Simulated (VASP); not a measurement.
# InAs (F-43m) in VASP: settings compared

The runs below take InAs through single point, with BLYP, r2SCAN+rVV10.

All numbers are computed with VASP 6.6.1; they aren't measurements. Logs are shortened: lines on timing, memory, paths and dates and some standing lists are left out, and cuts for length are marked.

**What was measured.**

A printed reference work, data compilation reports, for a bulk crystal of InAs at 4.2 K: band gap 0.418 eV (direct).

The runs below are set against these values where they give the same quantity.

## Step 1: The cell of the first run

The structure is cubic, space group F-43m (No. 216). The conventional cell has a = 6.400 Å, b = 6.400 Å, c = 6.400 Å, α = 90.00°, β = 90.00°, γ = 90.00°. Within 3.7 Å of In (site symmetry -43m) lie 4 As at 2.77 Å. As (site symmetry -43m) has 4 In at 2.77 Å within 3.7 Å.

## Step 2: Single point, BLYP (volume scaled by 1.04)

Contents of INCAR:

```
SYSTEM = InAs
PREC = Accurate ; ENCUT = 520
EDIFF = 1E-6 ; ISMEAR = 0
SIGMA = 0.05 ; LREAL = .False.
LASPH = .True. ; NELM = 60
ALGO = Normal ; ISIF = 2
LWAVE = .False. ; LCHARG = .False.
GGA = B5 ; ALDAX = 1.0
AGGAX = 1.0 ; AGGAC = 1.0
ALDAC = 0.0 ; NBANDS = 16
```

Contents of KPOINTS:

```
Automatic mesh
0
Gamma
  6 6 6
  0 0 0
```

Contents of POSCAR:

```
InAs
1.0
    0.0000000000      3.1998062343      3.1998062343
    3.1998062343      0.0000000000      3.1998062343
    3.1998062343      3.1998062343      0.0000000000
In As
1 1
Direct
    0.0000000000      0.0000000000      0.0000000000
    0.7500000000      0.7500000000      0.7500000000
```

Potentials or basis: VASP PAW PBE potentials, release 64 (In_d, As).

Launch:

```
cat potpaw_PBE.64/In_d/POTCAR potpaw_PBE.64/As/POTCAR > POTCAR
mpirun -np 1 vasp_std > vasp.out
```

OUTCAR:

```text
SYSTEM = InAs
   PREC = Accurate
   ENCUT = 520
   EDIFF = 1E-6
   ISMEAR = 0
   LREAL = .False.
   LASPH = .True.
   NELM = 60
   ISIF = 2
   GGA = B5

 ion  position               nearest neighbor table
   1  0.000  0.000  0.000-   2 2.77   2 2.77   2 2.77   2 2.77
   2  0.750  0.750  0.750-   1 2.77   1 2.77   1 2.77   1 2.77

  LATTYP: Found a face centered cubic cell.
 ALAT       =     6.3996124686

  Lattice vectors:

 A1 = (   0.0000000000,   3.1998062343,   3.1998062343)
 A2 = (   3.1998062343,   0.0000000000,   3.1998062343)
 A3 = (   3.1998062343,   3.1998062343,   0.0000000000)

Analysis of symmetry for initial positions (statically):
=====================================================================
 Subroutine PRICEL returns:
 Original cell was already a primitive cell.

 Routine SETGRP: Setting up the symmetry group for a
 face centered cubic supercell.

 Subroutine GETGRP returns: Found 24 space group operations
 (whereof 24 operations were pure point group operations)
 out of a pool of 48 trial point group operations.

The static configuration has the point symmetry T_d .

Analysis of symmetry for dynamics (positions and initial velocities):
=====================================================================
 Subroutine PRICEL returns:
 Original cell was already a primitive cell.

 Routine SETGRP: Setting up the symmetry group for a
 face centered cubic supercell.

 Subroutine GETGRP returns: Found 24 space group operations
 (whereof 24 operations were pure point group operations)
 out of a pool of 48 trial point group operations.

The dynamic configuration has the point symmetry T_d .

 Subroutine INISYM returns: Found 24 space group operations
 (whereof 24 operations are pure point group operations),
 and found     1 'primitive' translations

----------------------------------------------------------------------------------------

                                     Primitive cell

  volume of cell :      65.5241

  direct lattice vectors                    reciprocal lattice vectors
     0.000000000  3.199806234  3.199806234    -0.156259462  0.156259462  0.156259462
     3.199806234  0.000000000  3.199806234     0.156259462 -0.156259462  0.156259462
     3.199806234  3.199806234  0.000000000     0.156259462  0.156259462 -0.156259462

  length of vectors
     4.525209374  4.525209374  4.525209374     0.270649327  0.270649327  0.270649327

  position of ions in fractional coordinates (direct lattice)
     0.000000000  0.000000000  0.000000000
     0.750000000  0.750000000  0.750000000

  ion indices of the primitive-cell ions
   primitive index   ion index
                 1           1
                 2           2

----------------------------------------------------------------------------------------

 KPOINTS: Automatic mesh

Automatic generation of k-mesh.
 Grid dimensions read from file:
 generate k-points for:    6    6    6

 Generating k-lattice:

  Cartesian coordinates                     Fractional coordinates (reciprocal lattice)
    -0.026043244  0.026043244  0.026043244     0.166666667  0.000000000  0.000000000
     0.026043244 -0.026043244  0.026043244     0.000000000  0.166666667  0.000000000
     0.026043244  0.026043244 -0.026043244     0.000000000  0.000000000  0.166666667

  Length of vectors
     0.045108221  0.045108221  0.045108221

  Shift w.r.t. Gamma in fractional coordinates (k-lattice)
     0.000000000  0.000000000  0.000000000

 Subroutine IBZKPT returns following result:
 ===========================================

 Found     16 irreducible k-points:

 Following reciprocal coordinates:
            Coordinates               Weight
  0.000000  0.000000  0.000000      1.000000
  0.166667  0.000000  0.000000      8.000000
  0.333333  0.000000  0.000000      8.000000
  0.500000  0.000000  0.000000      4.000000
  0.166667  0.166667  0.000000      6.000000
  0.333333  0.166667  0.000000     24.000000
[... 8 lines left out ...]
 -0.333333  0.333333  0.166667     24.000000
 -0.333333  0.500000  0.166667     12.000000
   k-points           NKPTS =     16   k-points in BZ     NKDIM =     16   number of bands    NBANDS=     16
   number of dos      NEDOS =    301   number of ions     NIONS =      2
   total plane-waves  NPLWV =  46656
   dimension x,y,z NGX =    36 NGY =   36 NGZ =   36
   dimension x,y,z NGXF=    72 NGYF=   72 NGZF=   72
   ions per type =               1   1
   NGX,Y,Z   is equivalent  to a cutoff of  13.23, 13.23, 13.23 a.u.
   NGXF,Y,Z  is equivalent  to a cutoff of  26.45, 26.45, 26.45 a.u.
 SYSTEM =  InAs
   PREC   = accura    normal or accurate (medium, high low for compatibility)
   ISTART =      0    job   : 0-new  1-cont  2-samecut
   ICHARG =      2    charge: 1-file 2-atom 10-const
   ISPIN  =      1    spin polarized calculation?
   LNONCOLLINEAR =      F non collinear calculations
   LSORBIT =      F    spin-orbit coupling
   LASPH  =      T    aspherical Exc in radial PAW
[... 123 lines left out ...]
      4     -10.7503      2.00000
      5     -10.7391      2.00000
      6      -6.9129      2.00000
[... 8 lines left out ...]
     15      13.0227      0.00000
     16      13.1462      0.00000

 k-point     7 :       0.5000    0.1667    0.0000
  band No.  band energies     occupation
      1     -10.8822      2.00000
      2     -10.7957      2.00000
      3     -10.7922      2.00000
      4     -10.7465      2.00000
      5     -10.7392      2.00000
      6      -6.5077      2.00000
[... 8 lines left out ...]
     15      13.2070      0.00000
     16      13.6655      0.00000

 k-point     8 :      -0.3333    0.1667    0.0000
  band No.  band energies     occupation
      1     -10.8759      2.00000
      2     -10.7969      2.00000
      3     -10.7958      2.00000
      4     -10.7440      2.00000
      5     -10.7424      2.00000
      6      -6.6147      2.00000
[... 8 lines left out ...]
     15      12.2674      0.00000
     16      13.5081      0.00000

 k-point     9 :      -0.1667    0.1667    0.0000
  band No.  band energies     occupation
      1     -10.8528      2.00000
      2     -10.8054      2.00000
      3     -10.8022      2.00000
      4     -10.7467      2.00000
      5     -10.7422      2.00000
      6      -7.0763      2.00000
[... 8 lines left out ...]
     15      12.1300      0.00000
     16      12.8049      0.00000

 k-point    10 :       0.3333    0.3333    0.0000
  band No.  band energies     occupation
      1     -10.8902      2.00000
      2     -10.7846      2.00000
      3     -10.7846      2.00000
      4     -10.7575      2.00000
      5     -10.7354      2.00000
      6      -6.6542      2.00000
[... 8 lines left out ...]
     15      13.8371      0.00000
     16      14.6609      0.00000

 k-point    11 :       0.5000    0.3333    0.0000
  band No.  band energies     occupation
      1     -10.9009      2.00000
      2     -10.7823      2.00000
      3     -10.7793      2.00000
      4     -10.7572      2.00000
      5     -10.7352      2.00000
      6      -6.3256      2.00000
[... 8 lines left out ...]
     15      14.0533      0.00000
     16      14.1780      0.00000

 k-point    12 :      -0.3333    0.3333    0.0000
  band No.  band energies     occupation
      1     -10.8924      2.00000
      2     -10.7898      2.00000
      3     -10.7839      2.00000
      4     -10.7499      2.00000
      5     -10.7406      2.00000
      6      -6.3057      2.00000
[... 8 lines left out ...]
     15      12.3267      0.00000
     16      15.1475      0.00000

 k-point    13 :       0.5000    0.5000    0.0000
  band No.  band energies     occupation
      1     -10.9122      2.00000
      2     -10.7736      2.00000
      3     -10.7736      2.00000
      4     -10.7624      2.00000
      5     -10.7323      2.00000
      6      -6.2184      2.00000
[... 8 lines left out ...]
     15      14.2087      0.00000
     16      14.5750      0.00000

 k-point    14 :       0.5000    0.3333    0.1667
  band No.  band energies     occupation
      1     -10.8854      2.00000
      2     -10.7930      2.00000
      3     -10.7862      2.00000
      4     -10.7517      2.00000
      5     -10.7384      2.00000
      6      -6.5335      2.00000
[... 8 lines left out ...]
     15      13.2344      0.00000
     16      14.3955      0.00000

 k-point    15 :      -0.3333    0.3333    0.1667
  band No.  band energies     occupation
      1     -10.8920      2.00000
      2     -10.7929      2.00000
      3     -10.7816      2.00000
      4     -10.7499      2.00000
      5     -10.7402      2.00000
      6      -6.3056      2.00000
[... 8 lines left out ...]
     15      13.5612      0.00000
     16      14.2020      0.00000

 k-point    16 :      -0.3333    0.5000    0.1667
  band No.  band energies     occupation
      1     -10.9019      2.00000
      2     -10.7861      2.00000
      3     -10.7754      2.00000
      4     -10.7556      2.00000
      5     -10.7370      2.00000
      6      -6.2026      2.00000
[... 8 lines left out ...]
     15      14.0588      0.00000
     16      14.5350      0.00000

------------------------ aborting loop because EDIFF is reached ----------------------------------------

  FORCE on cell =-STRESS in cart. coord.  units (eV):
  Direction    XX          YY          ZZ          XY          YZ          ZX
  --------------------------------------------------------------------------------------
  -------------------------------------------------------------------------------------
  Total       -0.5459513     -0.5459513     -0.5459513      0.0000000      0.0000000     -0.0000000
  in kB      -13.3494533    -13.3494533    -13.3494533      0.0000000      0.0000000     -0.0000000
  external PRESSURE =     -13.3494533 kB  Pullay stress =       0.0000000 kB

 VOLUME and BASIS-vectors are now :
 -----------------------------------------------------------------------------
  energy-cutoff  :      520.00
  volume of cell :       65.52
      direct lattice vectors                 reciprocal lattice vectors
     0.000000000  3.199806234  3.199806234    -0.156259462  0.156259462  0.156259462
     3.199806234  0.000000000  3.199806234     0.156259462 -0.156259462  0.156259462
     3.199806234  3.199806234  0.000000000     0.156259462  0.156259462 -0.156259462

 POSITION                                       TOTAL-FORCE (eV/Angst)
 -----------------------------------------------------------------------------------
      0.00000      0.00000      0.00000        -0.000000      0.000000      0.000000
      4.79971      4.79971      4.79971         0.000000     -0.000000     -0.000000
 -----------------------------------------------------------------------------------
    total drift:                               -0.000000     -0.000000     -0.000000

  FREE ENERGIE OF THE ION-ELECTRON SYSTEM (eV)
  ---------------------------------------------------
  free  energy   TOTEN  =        -6.5106441645 eV

  energy  without entropy=       -6.5102870758  energy(sigma->0) =       -6.51046562
```

Run time: 19 s. Hardware: 1 thread of Intel Xeon 6975P-C (Granite Rapids), shared host; peak memory 0.2 GiB.

Results:

* Free energy: -6.5106 eV
* Pressure: -1.3 GPa
* Band gap on the k mesh: zero (filled and empty bands touch)

Levels at points of the mesh, in eV from the Fermi level:
```csv
k point,band 6,band 7,band 8,band 9,band 10,band 11,band 12,band 13
"(0.00, 0.00, 0.00)",-10.95,-1.17,-0.02,-0.02,-0.02,3.77,3.77,3.77
"(0.50, 0.00, 0.00)",-9.96,-5.05,-0.78,-0.78,0.56,4.54,4.54,6.56
"(0.50, 0.50, 0.00)",-9.59,-5.24,-1.81,-1.81,1.86,1.97,8.01,8.01
```

Caveat: the cell differs from its parent crystal (volume scaled by 1.04); the PAW data sets were made with another functional, which shifts forces and pressure a little; spin-orbit coupling is left out, which moves the levels of the heavy elements.

## Step 3: Single point, r2SCAN+rVV10 (volume scaled by 0.96)

Contents of POSCAR:

```
InAs
1.0
    0.0000000000      2.9996509527      2.9996509527
    2.9996509527      0.0000000000      2.9996509527
    2.9996509527      2.9996509527      0.0000000000
In As
1 1
Direct
    0.0000000000      0.0000000000      0.0000000000
    0.7500000000      0.7500000000      0.7500000000
```

Contents of INCAR.step1:

```
PREC = Accurate
ENCUT = 520
ISMEAR = 0
SIGMA = 0.05
LREAL = False
LASPH = True
NELM = 100
NBANDS = 16
GGA = PE
ALGO = Normal
EDIFF = 1E-4
LWAVE = True
LCHARG = False
```

Contents of INCAR.step2:

```
PREC = Accurate
ENCUT = 520
EDIFF = 1E-6
ISMEAR = 0
SIGMA = 0.05
LREAL = False
LASPH = True
NELM = 100
ALGO = Normal
ISIF = 2
LWAVE = False
LCHARG = False
METAGGA = R2SCAN
LMIXTAU = True
LUSE_VDW = True
IVDW_NL = 2
BPARAM = 11.95
CPARAM = 0.0093
NBANDS = 16
ISTART = 1
```

Contents of KPOINTS:

```
Automatic mesh
0
Gamma
  6 6 6
```

Potentials or basis: VASP PAW PBE potentials, release 64 (In_d, As).

Launch:

```
cat potpaw_PBE.64/In_d/POTCAR potpaw_PBE.64/As/POTCAR > POTCAR
cp INCAR.step1 INCAR
mpirun -np 1 vasp_std > vasp.out
cp INCAR.step2 INCAR
mpirun -np 1 vasp_std > vasp.out
```

Run time: 54 s. Hardware: 1 thread of Intel Xeon 6975P-C (Granite Rapids), shared host; peak memory 0.32 GiB.

Results (log left out):

```
Free energy            : -37.4988 eV
Pressure               : 2.9 GPa
Band gap on the k mesh : 0.35 eV, direct
```

Levels at points of the mesh, in eV from the valence-band top:
| k point | band 6 | band 7 | band 8 | band 9 | band 10 | band 11 | band 12 | band 13 |
| --- | --- | --- | --- | --- | --- | --- | --- | --- |
| (0.00, 0.00, 0.00) | -12.47 | 0.00 | 0.00 | 0.00 | 0.35 | 4.26 | 4.26 | 4.26 |
| (0.50, 0.00, 0.00) | -10.84 | -6.03 | -1.06 | -1.06 | 1.35 | 5.03 | 5.03 | 7.23 |
| (0.50, 0.50, 0.00) | -10.24 | -6.06 | -2.49 | -2.49 | 1.72 | 2.32 | 9.96 | 10.11 |

Caveat: the cell differs from its parent crystal (volume scaled by 0.96); the PAW data sets were made with another functional, which shifts forces and pressure a little; spin-orbit coupling is left out, which moves the levels of the heavy elements.

## Step 4: Single point, r2SCAN+rVV10

This run uses another cell than the first one, of 27.65 Å³/atom, 0.844 times its volume.

Contents of POSCAR:

```
InAs
1.0
    0.0000000000      3.0240000793      3.0240000793
    3.0240000793      0.0000000000      3.0240000793
    3.0240000793      3.0240000793      0.0000000000
In As
1 1
Direct
    0.0000000000      0.0000000000      0.0000000000
    0.7500000000      0.7500000000      0.7500000000
```

Contents of INCAR.step1:

```
PREC = Accurate
ENCUT = 520
ISMEAR = 0
SIGMA = 0.05
LREAL = F
LASPH = T
NELM = 100
NBANDS = 16
GGA = PE
ALGO = Normal
EDIFF = 1E-4
LWAVE = T
LCHARG = F
```

Contents of INCAR.step2:

```
PREC = Accurate
ENCUT = 520
EDIFF = 1E-6
ISMEAR = 0
SIGMA = 0.05
LREAL = F
LASPH = T
NELM = 100
ALGO = Normal
ISIF = 2
LWAVE = F
LCHARG = F
METAGGA = R2SCAN
LMIXTAU = T
LUSE_VDW = T
IVDW_NL = 2
BPARAM = 11.95
CPARAM = 0.0093
NBANDS = 16
ISTART = 1
```

KPOINTS is that of step 3.

Launch:

```
cat potpaw_PBE.64/In_d/POTCAR potpaw_PBE.64/As/POTCAR > POTCAR
cp INCAR.step1 INCAR
mpirun -np 1 vasp_std > vasp.out
cp INCAR.step2 INCAR
mpirun -np 1 vasp_std > vasp.out
```

Wall time 39 s (1 thread of Intel Xeon 6975P-C (Granite Rapids), shared host); peak memory 0.32 GiB.

It converged, with:

```
Free energy            : -37.5157 eV
Pressure               : 1.2 GPa
Band gap on the k mesh : 0.22 eV, direct
```

Levels at points of the mesh, in eV from the valence-band top:
```
           k point  band 6  band 7  band 8  band 9  band 10  band 11  band 12  band 13
(0.00, 0.00, 0.00)  -12.30    0.00    0.00    0.00     0.22     4.25     4.25     4.25
(0.50, 0.00, 0.00)  -10.75   -5.90   -1.02   -1.02     1.29     5.01     5.01     7.19
(0.50, 0.50, 0.00)  -10.18   -5.95   -2.40   -2.40     1.76     2.31     9.78     9.93
```

Caveat: the PAW data sets were made with another functional, which shifts forces and pressure a little; spin-orbit coupling is left out, which moves the levels of the heavy elements.

## Step 5: Single point, r2SCAN+rVV10 (volume scaled by 0.98)

Contents of POSCAR:

```
InAs
1.0
    0.0000000000      3.0203388544      3.0203388544
    3.0203388544      0.0000000000      3.0203388544
    3.0203388544      3.0203388544      0.0000000000
In As
1 1
Direct
    0.0000000000      0.0000000000      0.0000000000
    0.7500000000      0.7500000000      0.7500000000
```

Contents of INCAR.step1:

```
  ALGO = Normal
  EDIFF = 1E-4
  ENCUT = 520
  GGA = PE
  ISMEAR = 0
  LASPH = T
  LCHARG = F
  LREAL = F
  LWAVE = T
  NBANDS = 16
  NELM = 60
  PREC = Accurate
  SIGMA = 0.05
```

Contents of INCAR.step2:

```
  ALGO = Normal
  BPARAM = 11.95
  CPARAM = 0.0093
  EDIFF = 1E-7
  ENCUT = 520
  ISIF = 2
  ISMEAR = 0
  ISTART = 1
  IVDW_NL = 2
  LASPH = T
  LCHARG = F
  LMIXTAU = T
  LREAL = F
  LUSE_VDW = T
  LWAVE = F
  METAGGA = R2SCAN
  NBANDS = 16
  NELM = 60
  PREC = Accurate
  SIGMA = 0.05
```

Contents of KPOINTS:

```
k-points
0
Gamma
  6 6 6
```

Launch:

```
cat potpaw_PBE.64/In_d/POTCAR potpaw_PBE.64/As/POTCAR > POTCAR
cp INCAR.step1 INCAR
mpirun -np 1 vasp_std > vasp.out
cp INCAR.step2 INCAR
mpirun -np 1 vasp_std > vasp.out
```

It took 63 s on 1 thread of Intel Xeon 6975P-C (Granite Rapids), shared host; peak memory 0.32 GiB.

The run converged. Its results:

* Free energy: -37.5141 eV
* Pressure: 1.4 GPa
* Band gap on the k mesh: 0.24 eV, direct

Levels at points of the mesh, in eV from the valence-band top:
```
           k point  band 5  band 6  band 7  band 8  band 9  band 10  band 11  band 12  band 13  band 14
(0.00, 0.00, 0.00)  -14.70  -12.33    0.00    0.00    0.00     0.24     4.25     4.25     4.25     7.98
(0.50, 0.00, 0.00)  -14.69  -10.77   -5.92   -1.02   -1.02     1.30     5.01     5.01     7.20     9.62
(0.50, 0.50, 0.00)  -14.67  -10.19   -5.96   -2.42   -2.42     1.75     2.31     9.81     9.96     9.96
```

Caveat: the cell differs from its parent crystal (volume scaled by 0.98); the PAW data sets were made with another functional, which shifts forces and pressure a little; spin-orbit coupling is left out, which moves the levels of the heavy elements.

## Step 6: Overview

```csv
level,cell,gap on the mesh (eV),pressure (GPa)
BLYP,"a = 4.525 Å, angles 60.0°, 2 atoms",none,-1.3
r2SCAN+rVV10,"a = 4.242 Å, angles 60.0°, 2 atoms",0.35,2.9
r2SCAN+rVV10,"a = 4.277 Å, angles 60.0°, 2 atoms",0.22,1.2
r2SCAN+rVV10,"a = 4.271 Å, angles 60.0°, 2 atoms",0.24,1.4
```

Alike in all rows: task single point; potentials or basis VASP PAW PBE potentials, release 64 (In_d, As); no spin polarisation; k mesh 6 × 6 × 6; cutoff (eV) 520; smearing gaussian 0.05 eV.

Caveats: the PAW data sets were made with another functional, which shifts forces and pressure a little; spin-orbit coupling is left out, which moves the levels of the heavy elements.

Absolute energies hang on the potentials; compare differences alone.

## Step 7: Against experiment

Step 4. A measured gap of InAs is 0.418 eV (direct; 4.2 K; a printed reference work, data compilation); the calculated 0.22 eV misses it by -0.20 eV. Spin-orbit coupling on As, In is left out. The value is that of r2SCAN+rVV10, without temperature or zero-point motion.
